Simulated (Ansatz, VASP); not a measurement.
# CsH: VASP beside Ansatz

Wanted: the spread between two codes on one cell, functional and k mesh. The cell is generated by rule, not measured, and may not be a known phase. The cell is taken from a series of runs on this material, whose earlier steps may have relaxed, scaled, displaced or heated it; both programs get it as it stands.

Calculated with Ansatz 0.2.0; plane waves, with VASP 6.6.1 beside it; zone-centre phonons at PBEsol.

The structure was built from a prototype and need not be the compound's stable phase.

## Step 1: Starting point

It takes space group P6_3/mmc (No. 194, hexagonal). The conventional cell has a = 4.283 Å, b = 4.283 Å, c = 7.686 Å, α = 90.00°, β = 90.00°, γ = 120.00°. Nearest to Cs lie 6 H at 3.13 Å. Nearest to H lie 6 Cs at 3.13 Å. Farther neighbours are not listed.

Structure file:

```cif
data_structure
_symmetry_space_group_name_H-M 'P 1'
_symmetry_Int_Tables_number 1
_cell_length_a 4.2834
_cell_length_b 4.2834
_cell_length_c 7.6856
_cell_angle_alpha 90.000
_cell_angle_beta 90.000
_cell_angle_gamma 120.000
_cell_volume 122.12
loop_
_atom_site_label
_atom_site_type_symbol
_atom_site_fract_x
_atom_site_fract_y
_atom_site_fract_z
_atom_site_occupancy
Cs1 Cs 0.00000 0.00000 0.00000 1
Cs2 Cs 0.00000 0.00000 0.50000 1
H3 H 0.33333 0.66667 0.25000 1
H4 H 0.66667 0.33333 0.75000 1
```

## Step 2: VASP: zone-centre phonons, PBEsol

Second derivatives magnify differences that forces hide, and they need a tight electronic threshold.

Lines of VASP's logs that name or quote its potential files are left out, and so is its time.

The input, INCAR:

```
SYSTEM = CsH
PREC = Accurate
ENCUT = 500
EDIFF = 1E-08
NELM = 120
ISMEAR = 0
SIGMA = 0.01
LREAL = .FALSE.
ALGO = Normal
GGA = PS
NBANDS = 16
LORBIT = 11
LWAVE = .FALSE.
LCHARG = .FALSE.
ISIF = 2
IBRION = 8
LASPH = .TRUE.
GGA_COMPAT = .FALSE.
EFERMI = MIDGAP
KPAR = 2
```

The input, POSCAR:

```
CsH
1.0
    4.2834121956     -0.0000029361      0.0000000000
   -2.1417035551      3.7095452443      0.0000000000
    0.0000000000      0.0000000000      7.6855599390
Cs H
2 2
Direct
    0.0000000000      0.0000000000      0.0000000000
    0.0000000000      0.0000000000      0.5000000000
    0.3333333333      0.6666666667      0.2500000000
    0.6666666667      0.3333333333      0.7500000000
```

The input, KPOINTS:

```
Automatic mesh
0
Gamma
6 6 4
0 0 0
```

Potentials, in the order of the species: Cs_sv and H (PBE family, release 64).

The run is started by

```sh
> mpirun -np 2 vasp_std
```

Numbers of over 12 decimals in the logs are rounded to 6 here.

What it wrote:

```text
[banner, memory and clock lines left out]
running    2 mpi-ranks, on    1 nodes
 distrk:  each k-point on    1 cores,    2 groups
 distr:  one band on    1 cores,    1 groups

 POSCAR found type information on POSCAR CsH
 POSCAR found :  2 types and       4 ions
|                                                                             |
|               ----> ADVICE to this user running VASP <----                  |
|                                                                             |
|     You enforced a specific xc type in the INCAR file but a different       |
|     [... a line on the potential file left out ...]
|     I HOPE YOU KNOW WHAT YOU ARE DOING!                                     |
|                                                                             |

 LDA part: xc-table for (Slater+PW92), standard interpolation
 POSCAR, INCAR and KPOINTS ok, starting setup
 FFT: planning ... GRIDC
 FFT: planning ... GRID_SOFT
 FFT: planning ... GRID
 WAVECAR not read
 entering main loop
       N       E                     dE             d eps       ncg     rms          rms(c)
DAV:   1     0.112577885472E+03    0.11258E+03   -0.77897E+03   672   0.995E+02
DAV:   2    -0.126602262535E+00   -0.11270E+03   -0.10940E+03   880   0.163E+02
DAV:   3    -0.104573042855E+02   -0.10331E+02   -0.10318E+02   896   0.577E+01
DAV:   4    -0.105557763407E+02   -0.98472E-01   -0.98450E-01   864   0.671E+00
DAV:   5    -0.105564467055E+02   -0.67036E-03   -0.67034E-03   936   0.522E-01    0.488E+00
DAV:   6    -0.930035818838E+01    0.12561E+01   -0.18674E+00   728   0.418E+00    0.204E+00
DAV:   7    -0.904268432071E+01    0.25767E+00   -0.16977E+00   760   0.364E+00    0.846E-01
DAV:   8    -0.907764015471E+01   -0.34956E-01   -0.12622E-01   800   0.135E+00    0.427E-01
DAV:   9    -0.906818537482E+01    0.94548E-02   -0.42942E-02   912   0.639E-01    0.660E-02
DAV:  10    -0.906874035269E+01   -0.55498E-03   -0.31352E-03   840   0.218E-01    0.777E-02
DAV:  11    -0.906874835708E+01   -0.80044E-05   -0.30575E-04   840   0.729E-02    0.317E-02
DAV:  12    -0.906870147359E+01    0.46883E-04   -0.36360E-04   816   0.583E-02    0.545E-03
DAV:  13    -0.906870226732E+01   -0.79373E-06   -0.15817E-05   920   0.156E-02    0.136E-03
DAV:  14    -0.906870251929E+01   -0.25197E-06   -0.78642E-07   896   0.314E-03    0.817E-04
DAV:  15    -0.906870244945E+01    0.69840E-07   -0.14889E-07   936   0.129E-03    0.953E-05
DAV:  16    -0.906870243466E+01    0.14796E-07   -0.13048E-08   736   0.446E-04    0.124E-04
DAV:  17    -0.906870243806E+01   -0.34070E-08   -0.14728E-09   584   0.135E-04
   1 F= -.90687024E+01 E0= -.90687024E+01  d E =0.000000E+00
 Linear response reoptimize wavefunctions to high precision
DAV:   1    -0.906870244112E+01   -0.30589E-08   -0.49145E-10   640   0.869E-05
DAV:   2    -0.906870244117E+01   -0.47748E-10   -0.32204E-11   560   0.275E-05
 Linear response DOF=           4
 Linear response progress:
  Degree of freedom:   1/  4
       N       E                     dE             d eps       ncg     rms          rms(c)
RMM:   1    -0.177637135631E+00   -0.17764E+00    0.10356E-01  2588   0.190E+00
RMM:   2    -0.180034707762E+00   -0.23976E-02   -0.28595E-03  2461   0.336E-01    0.127E-02
RMM:   3    -0.180110823172E+00   -0.76115E-04   -0.44629E-05  2736   0.459E-02    0.685E-03
RMM:   4    -0.180089842236E+00    0.20981E-04   -0.75468E-06  2833   0.169E-02    0.221E-03
RMM:   5    -0.180086310926E+00    0.35313E-05   -0.49831E-07  2919   0.427E-03    0.536E-04
RMM:   6    -0.180083390600E+00    0.29203E-05   -0.38667E-08  2921   0.105E-03    0.203E-04
RMM:   7    -0.180079861775E+00    0.35288E-05   -0.16570E-08  2954   0.408E-04    0.330E-05
RMM:   8    -0.180080257374E+00   -0.39560E-06   -0.13917E-08  3033   0.163E-04    0.118E-05
RMM:   9    -0.180080293606E+00   -0.36231E-07   -0.13971E-08  2910   0.144E-04    0.280E-06
RMM:  10    -0.180080310071E+00   -0.16465E-07   -0.14170E-08  3036   0.119E-04    0.112E-06
RMM:  11    -0.180080323519E+00   -0.13448E-07   -0.13555E-08  2716   0.115E-04    0.336E-07
RMM:  12    -0.180080321227E+00    0.22913E-08   -0.69817E-10  2241   0.114E-04    0.238E-07
 first order change of Fermi-energy   0.36247E-04
 force on displaced ion       1 direction 1 :  -0.446   0.000   0.000
 Linear response progress:
  Degree of freedom:   2/  4
       N       E                     dE             d eps       ncg     rms          rms(c)
RMM:   1    -0.212167316489E+00   -0.21217E+00    0.13320E-01  1294   0.196E+00
RMM:   2    -0.214952594151E+00   -0.27853E-02   -0.38295E-03  1233   0.380E-01    0.231E-02
RMM:   3    -0.215100651768E+00   -0.14806E-03   -0.95211E-05  1359   0.523E-02    0.123E-02
RMM:   4    -0.215150795107E+00   -0.50143E-04   -0.40982E-05  1372   0.263E-02    0.281E-03
RMM:   5    -0.215149232530E+00    0.15626E-05   -0.27202E-06  1434   0.615E-03    0.127E-03
RMM:   6    -0.215151832110E+00   -0.25996E-05   -0.16486E-06  1339   0.350E-03    0.416E-04
RMM:   7    -0.215152467419E+00   -0.63531E-06   -0.39667E-07  1414   0.101E-03    0.177E-04
RMM:   8    -0.215153128776E+00   -0.66136E-06    0.94081E-08  1314   0.650E-04    0.896E-05
RMM:   9    -0.215154484281E+00   -0.13555E-05    0.10802E-08  1500   0.243E-04    0.240E-05
RMM:  10    -0.215154466452E+00    0.17829E-07    0.19421E-08  1509   0.108E-04    0.138E-05
RMM:  11    -0.215154463709E+00    0.27426E-08    0.45494E-08  1469   0.938E-05    0.364E-06
 first order change of Fermi-energy  -0.25808E-04
 force on displaced ion       1 direction 3 :   0.000  -0.000  -1.938
 Linear response progress:
  Degree of freedom:   3/  4
       N       E                     dE             d eps       ncg     rms          rms(c)
RMM:   1    -0.156587710536E-01   -0.15659E-01   -0.10022E-02  3303   0.322E-01
RMM:   2    -0.152984214605E-01    0.36035E-03   -0.33042E-04  3646   0.587E-02    0.630E-02
RMM:   3    -0.155931723441E-01   -0.29475E-03   -0.65417E-05  3339   0.299E-02    0.364E-02
RMM:   4    -0.162242070959E-01   -0.63103E-03   -0.10001E-04  3154   0.384E-02    0.317E-03
RMM:   5    -0.162420683948E-01   -0.17861E-04   -0.13497E-06  3422   0.629E-03    0.899E-04
RMM:   6    -0.162360674394E-01    0.60010E-05   -0.55696E-08  3437   0.123E-03    0.308E-04
RMM:   7    -0.162370840121E-01   -0.10166E-05   -0.21220E-08  3362   0.860E-04    0.638E-05
RMM:   8    -0.162369902812E-01    0.93731E-07   -0.42473E-09  3741   0.187E-04    0.296E-05
RMM:   9    -0.162369333053E-01    0.56976E-07   -0.21812E-09  3605   0.864E-05    0.934E-06
RMM:  10    -0.162369406531E-01   -0.73478E-08   -0.26375E-09  3827   0.354E-05    0.240E-06
 first order change of Fermi-energy   0.78841E-04
 force on displaced ion       3 direction 1 :  -0.689  -0.001   0.000
 Linear response progress:
  Degree of freedom:   4/  4
       N       E                     dE             d eps       ncg     rms          rms(c)
RMM:   1    -0.161020875486E-01   -0.16102E-01   -0.10695E-02  1340   0.325E-01
RMM:   2    -0.156262566667E-01    0.47583E-03   -0.35458E-04  1412   0.638E-02    0.641E-02
RMM:   3    -0.158475514766E-01   -0.22129E-03   -0.85678E-05  1400   0.322E-02    0.356E-02
RMM:   4    -0.163658136604E-01   -0.51826E-03   -0.77037E-05  1496   0.404E-02    0.506E-03
RMM:   5    -0.163479537876E-01    0.17860E-04    0.25011E-06  1429   0.929E-03    0.139E-03
RMM:   6    -0.163317496154E-01    0.16204E-04    0.57102E-07  1409   0.240E-03    0.436E-04
RMM:   7    -0.163333874596E-01   -0.16378E-05    0.32022E-06  1443   0.109E-03    0.152E-04
RMM:   8    -0.163321130052E-01    0.12745E-05   -0.25513E-08  1388   0.349E-04    0.610E-05
RMM:   9    -0.163325662630E-01   -0.45326E-06    0.16547E-07  1367   0.198E-04    0.135E-05
RMM:  10    -0.163324968670E-01    0.69396E-07    0.11567E-07  1444   0.668E-05    0.527E-06
RMM:  11    -0.163325632982E-01   -0.66431E-07    0.26151E-08  1550   0.320E-05    0.125E-06
RMM:  12    -0.163325679495E-01   -0.46513E-08    0.23334E-09  1412   0.246E-05    0.359E-07
 first order change of Fermi-energy   0.78336E-04
 force on displaced ion       3 direction 3 :   0.000  -0.000  -1.284
 Linear response finished
```

OUTCAR, selected parts (step 2):

```text
ion  position               nearest neighbor table
   1  0.000  0.000  0.000-
   2  0.000  0.000  0.500-
   3  0.333  0.667  0.250-
   4  0.667  0.333  0.750-

  LATTYP: Found a hexagonal cell.
 ALAT       =     4.2834121956
 C/A-ratio  =     1.7942611143

 Subroutine GETGRP returns: Found 24 space group operations
 (whereof 12 operations were pure point group operations)

The static configuration has the point symmetry D_3d.
 The point group associated with its full space group is D_6h.

 Found     21 irreducible k-points:

   k-points           NKPTS =     21   k-points in BZ     NKDIM =     21   number of bands    NBANDS=     16

   dimension x,y,z NGX =    32 NGY =   32 NGZ =   56
   dimension x,y,z NGXF=    64 NGYF=   64 NGZF=  112

   ENCUT  =  500.0 eV  36.75 Ry    6.06 a.u.   7.81  7.81 14.01*2*pi/ulx,y,z

   NELECT =      20.0000    total number of electrons

 k-points in reciprocal lattice and weights: Automatic mesh
   0.00000000  0.00000000  0.00000000       0.007
   0.16666667  0.00000000  0.00000000       0.042
   0.33333333 -0.00000000  0.00000000       0.042
   0.50000000  0.00000000  0.00000000       0.021
   0.16666667  0.16666667  0.00000000       0.042
   0.33333333  0.16666667  0.00000000       0.083
   0.33333333  0.33333333  0.00000000       0.014
   0.00000000  0.00000000  0.25000000       0.014
   0.16666667  0.00000000  0.25000000       0.083
[...]
0.33333333  0.16666667  0.50000000       0.083
   0.33333333  0.33333333  0.50000000       0.014

 average (electrostatic) potential at core
       1 -50.5836       2 -50.5836       3 -32.3645       4 -32.3645

  Total        0.0166810      0.0166810      0.0363781     -0.0000000     -0.0000000     -0.0000000
  in kB        0.2188503      0.2188503      0.4772706     -0.0000000     -0.0000000     -0.0000000
  external PRESSURE =       0.3049904 kB  Pullay stress =       0.0000000 kB

  energy-cutoff  :      500.00
  volume of cell :      122.12
      direct lattice vectors                 reciprocal lattice vectors
     4.283412196 -0.000002936  0.000000000     0.233458829  0.134787304  0.000000000
    -2.141703555  3.709545244  0.000000000     0.000000185  0.269574929  0.000000000
     0.000000000  0.000000000  7.685559939     0.000000000  0.000000000  0.130114137

 POSITION                                       TOTAL-FORCE (eV/Angst)
 -----------------------------------------------------------------------------------
      0.00000      0.00000      0.00000        -0.000000      0.000000      0.000000
      0.00000      0.00000      3.84278        -0.000000      0.000000      0.000000
      0.00000      2.47303      1.92139         0.000000      0.000000      0.000000
      2.14171      1.23651      5.76417        -0.000000     -0.000000     -0.000000
 -----------------------------------------------------------------------------------
    total drift:                                0.000000     -0.000000      0.000000

 Eigenvectors and eigenvalues of the dynamical matrix
 ----------------------------------------------------

   1 f  =   21.585970 THz   135.628648 2PiTHz  720.030446 cm-1    89.272357 meV
             X         Y         Z           dx          dy          dz
      0.000000  0.000000  0.000000     0.000000   -0.000000   -0.000000
      0.000000  0.000000  3.842780     0.000000   -0.000000   -0.000000
      0.000002  2.473029  1.921390     0.000000   -0.000000   -0.707107
      2.141707  1.236513  5.764170    -0.000000    0.000000    0.707107

   2 f  =   14.408216 THz    90.529492 2PiTHz  480.606357 cm-1    59.587567 meV
             X         Y         Z           dx          dy          dz
      0.000000  0.000000  0.000000    -0.000000   -0.000000   -0.000000
      0.000000  0.000000  3.842780    -0.000000    0.000000   -0.000000
      0.000002  2.473029  1.921390    -0.605760    0.364767    0.000000
      2.141707  1.236513  5.764170     0.605760   -0.364767    0.000000

   3 f  =   14.408216 THz    90.529492 2PiTHz  480.606357 cm-1    59.587567 meV
             X         Y         Z           dx          dy          dz
      0.000000  0.000000  0.000000     0.000000    0.000000    0.000000
      0.000000  0.000000  3.842780     0.000000   -0.000000    0.000000
      0.000002  2.473029  1.921390     0.364767    0.605760    0.000000
      2.141707  1.236513  5.764170    -0.364767   -0.605760    0.000000

   4 f  =   12.767871 THz    80.222900 2PiTHz  425.890339 cm-1    52.803648 meV
             X         Y         Z           dx          dy          dz
      0.000000  0.000000  0.000000    -0.000000    0.000000   -0.060648
      0.000000  0.000000  3.842780    -0.000000    0.000000   -0.060648
      0.000002  2.473029  1.921390     0.000000   -0.000000    0.704501
      2.141707  1.236513  5.764170     0.000000   -0.000000    0.704501

   5 f  =   11.398331 THz    71.617824 2PiTHz  380.207389 cm-1    47.139687 meV
             X         Y         Z           dx          dy          dz
      0.000000  0.000000  0.000000     0.052234   -0.031452   -0.000000
      0.000000  0.000000  3.842780     0.052234   -0.031452    0.000000
      0.000002  2.473029  1.921390    -0.603510    0.363398    0.000000
      2.141707  1.236513  5.764170    -0.603510    0.363398    0.000000

   6 f  =   11.398331 THz    71.617824 2PiTHz  380.207389 cm-1    47.139687 meV
             X         Y         Z           dx          dy          dz
      0.000000  0.000000  0.000000    -0.031452   -0.052234   -0.000000
      0.000000  0.000000  3.842780    -0.031452   -0.052234   -0.000000
      0.000002  2.473029  1.921390     0.363398    0.603510    0.000000
      2.141707  1.236513  5.764170     0.363398    0.603510    0.000000

   7 f  =    2.435204 THz    15.300839 2PiTHz   81.229667 cm-1    10.071191 meV
             X         Y         Z           dx          dy          dz
      0.000000  0.000000  0.000000     0.000000   -0.000000    0.707107
      0.000000  0.000000  3.842780     0.000000   -0.000000   -0.707107
      0.000002  2.473029  1.921390     0.000000   -0.000000   -0.000000
      2.141707  1.236513  5.764170    -0.000000    0.000000   -0.000000

   8 f  =    0.820172 THz     5.153291 2PiTHz   27.357986 cm-1     3.391956 meV
             X         Y         Z           dx          dy          dz
      0.000000  0.000000  0.000000     0.605704   -0.364859   -0.000000
      0.000000  0.000000  3.842780    -0.605704    0.364859    0.000000
      0.000002  2.473029  1.921390     0.000000   -0.000000    0.000000
      2.141707  1.236513  5.764170     0.000000   -0.000000    0.000000

   9 f  =    0.820172 THz     5.153291 2PiTHz   27.357986 cm-1     3.391956 meV
             X         Y         Z           dx          dy          dz
      0.000000  0.000000  0.000000    -0.364859   -0.605704    0.000000
      0.000000  0.000000  3.842780     0.364859    0.605704   -0.000000
      0.000002  2.473029  1.921390    -0.000000    0.000000   -0.000000
      2.141707  1.236513  5.764170    -0.000000    0.000000   -0.000000

  10 f/i=    0.002180 THz     0.013697 2PiTHz    0.072714 cm-1     0.009015 meV
             X         Y         Z           dx          dy          dz
      0.000000  0.000000  0.000000     0.313456    0.630894   -0.000000
      0.000000  0.000000  3.842780     0.313456    0.630894   -0.000000
      0.000002  2.473029  1.921390     0.027130    0.054604   -0.000000
      2.141707  1.236513  5.764170     0.027130    0.054604   -0.000000

  11 f/i=    0.002180 THz     0.013697 2PiTHz    0.072714 cm-1     0.009015 meV
             X         Y         Z           dx          dy          dz
      0.000000  0.000000  0.000000     0.630894   -0.313456    0.000000
      0.000000  0.000000  3.842780     0.630894   -0.313456    0.000000
      0.000002  2.473029  1.921390     0.054604   -0.027130    0.000000
      2.141707  1.236513  5.764170     0.054604   -0.027130    0.000000

  12 f/i=    0.008327 THz     0.052318 2PiTHz    0.277746 cm-1     0.034436 meV
             X         Y         Z           dx          dy          dz
      0.000000  0.000000  0.000000     0.000000    0.000000    0.704501
      0.000000  0.000000  3.842780     0.000000    0.000000    0.704501
      0.000002  2.473029  1.921390     0.000000    0.000000    0.060648
      2.141707  1.236513  5.764170     0.000000    0.000000    0.060648

 ELASTIC MODULI CONTR FROM IONIC RELAXATION (kBar)
 Direction    XX          YY          ZZ          XY          YZ          ZX
 --------------------------------------------------------------------------------
 XX         -18.7776     18.7776     -0.0000      0.0000      0.0000      0.0000
 YY          18.7776    -18.7776      0.0000      0.0000      0.0000     -0.0000
 ZZ          -0.0000      0.0000     -0.0000      0.0000      0.0000     -0.0000
 XY           0.0000      0.0000      0.0000    -18.7776      0.0000      0.0000
 YZ           0.0000      0.0000      0.0000      0.0000      0.0000      0.0000
 ZX           0.0000     -0.0000     -0.0000      0.0000      0.0000     -0.0000
 --------------------------------------------------------------------------------
```

[end of part 1 of 2]

[Lines on the potential files, build, host, timing and source positions are cut from VASP's logs without a mark.]

[Logs are printed without paths, hosts, clocks, repeated set-up lines and the standing remarks that a program may print on its own settings, such as how far it seeks lower states.]

[Hosts, paths, dates, database ids (printed as entryN), source tags and the programs' standing remarks are cut or masked in the printed files.]
